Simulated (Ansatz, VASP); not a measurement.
## Two plane-wave programs on TiO2

Contents of INCAR:

```
SYSTEM = TiO2
PREC = Accurate ; ENCUT = 580
EDIFF = 1E-6 ; ISMEAR = -1
SIGMA = 0.05 ; LREAL = .FALSE.
LASPH = .TRUE. ; NELM = 100
ALGO = Normal ; ISIF = 3
LWAVE = .FALSE. ; LCHARG = .FALSE.
GGA = PE ; IBRION = 2
NSW = 60 ; EDIFFG = -0.01
```

File KPOINTS:

```
regular mesh
0
G
  6 6 9
  0 0 0
```

Contents of POSCAR:

```
TiO2
1.0
    4.5998373239      0.0000000000      0.0000000000
    0.0000000000      4.5998373239      0.0000000000
    0.0000000000      0.0000000000      2.9592135600
Ti O
2 4
Direct
    0.0000000000      0.0000000000      0.5000000000
    0.5000000000      0.5000000000      0.0000000000
    0.3043213200      0.3043213200      0.5000000000
    0.1956786800      0.8043213200      0.0000000000
    0.8043213200      0.1956786800      0.0000000000
    0.6956786800      0.6956786800      0.5000000000
```

The input input.yaml:

```yaml
crystal:
  lattice:
    - [4.5998373239, 0.0, 0.0]
    - [0.0, 4.5998373239, 0.0]
    - [0.0, 0.0, 2.95921356]
  atoms:
    - { symbol: Ti, position: [0.0, 0.0, 0.5] }
    - { symbol: Ti, position: [0.5, 0.5, 0.0] }
    - { symbol: O, position: [0.30432132, 0.30432132, 0.5] }
    - { symbol: O, position: [0.19567868, 0.80432132, 0.0] }
    - { symbol: O, position: [0.80432132, 0.19567868, 0.0] }
    - { symbol: O, position: [0.69567868, 0.69567868, 0.5] }
hamiltonian:
  xc: pbe
  pseudopotentials: { kind: paw }
kpoints:
  mp_grid: { grid: [6, 6, 9] }
scf:
  occupations: { method: fermi_dirac, width: 0.05 }
output:
  forces: true
  stress: true
relax:
  f_tol: 0.01
  max_steps: 40
  cell: { stress_tol: 0.05 }
```

The cell is a database's computed one.

Alike in both runs: task relaxation of cell and atoms; functional PBE; k mesh 6 × 6 × 9; occupations fermi-dirac, width 0.05 eV; no spin polarisation.

|  | VASP | Ansatz |
| --- | --- | --- |
| version | VASP 6.6.1 | Ansatz 0.2.0 |
| potentials or method | VASP PAW PBE potentials, release 64 (Ti, O) | Ansatz PAW |
| plane-wave cutoff (eV) | 580 | 420 |
| valence electrons in the cell | 32 | 48 |

|  | VASP | Ansatz | Ansatz less VASP |
| --- | --- | --- | --- |
| relaxed volume (Å³/atom) | 10.75 | 10.65 | -0.101 |
| relaxed cell length with the largest relative difference (Å) | 4.661 | 4.643 | -0.0180 |
| energy change over the relaxation (meV/atom) | -7 | -3 | +3.8 |

The two sets of potentials don't hold the same shells in valence.

Caveats: the plane-wave basis is chosen anew once the cell has moved, so the energies of steps on either side of that aren't comparable (Ansatz); the pressure holds a Pulay correction of +0.7 GPa for the finite cutoff (Ansatz). A k mesh can miss the band edges.
